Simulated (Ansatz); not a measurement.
The system is ZrO.

```xyz
2
Lattice="1.8266 -2.9188 0.0000 1.8266 2.9188 0.0000 0.0000 0.0000 2.6199" Properties=species:S:1:pos:R:3 pbc="T T T"
Zr    0.0000    0.0000    0.0000
O     1.8266    0.0000    0.0000
```

The cell was built by a generator and needn't be a form met in nature.

```yaml
Program: Ansatz 0.2.0
Task: relaxation of cell and atoms
Functional: HSE03
Potentials_or_basis: Ansatz PAW
Cutoff: "420 eV (not typed: the program's choice for these potentials)"
k_mesh: 5 × 5 × 5
Occupations: fermi-dirac, width 0.05 eV
Spin: no spin polarisation
```

At the start: volume 13.97 Å³/atom.

**Question.** Where does the relaxation end?

**Answer.** It ends after 19 steps and the volume is 15.22 Å³/atom (+9.0 %); space group P4/mmm (No. 123, to 0.05 Å).

Step by step:
| step | energy change (eV) | largest force (eV/Å) | volume (Å³) |
| --- | --- | --- | --- |
| 1 | 0.0000 | 0.0000 | 27.94 |
| 2 | -1.0491 | 0.0000 | 30.23 |
| 3 | -1.5964 | 0.0000 | 31.94 |
| 4 | -2.0089 | 0.0000 | 32.52 |
| 5 | -2.3503 | 0.0000 | 31.96 |
| 6 | -2.6751 | 0.0000 | 31.03 |
| 7 | -2.9819 | 0.0000 | 29.75 |
| 8 | -3.1075 | 0.0000 | 28.48 |
| 9 | -3.1172 | 0.0000 | 28.89 |
| 10 | -3.1192 | 0.0000 | 29.20 |
| 11 | -3.1197 | 0.0000 | 29.15 |
| 12 | -3.1197 | 0.0000 | 29.15 |
| 13 | -3.2654 | 0.0000 | 29.15 |
| 14 | -3.2900 | 0.0000 | 29.95 |
| 15 | -3.2923 | 0.0000 | 30.35 |
| 16 | -3.2922 | 0.0000 | 30.41 |
| 17 | -3.2958 | 0.0000 | 30.41 |
| 18 | -3.2958 | 0.0000 | 30.44 |
| 19 | -3.2959 | 0.0000 | 30.44 |

Final structure:
```xyz
2
Lattice="2.1661 -2.1662 0.0000 2.1661 2.1662 0.0000 0.0000 0.0000 3.2435" Properties=species:S:1:pos:R:3 pbc="T T T"
Zr    0.0000    0.0000    0.0000
O     2.1661    0.0000    0.0000
```

Caveat: the k mesh is coarse (spacing up to 0.48 Å⁻¹), so the values aren't converged, least of all with exact exchange; the plane-wave basis is chosen anew once the cell has moved, so the energies of steps on either side of that aren't comparable; the PAW data sets come from PBE, with cores solved anew for the run's functional, which leaves a small shift of forces and pressure.
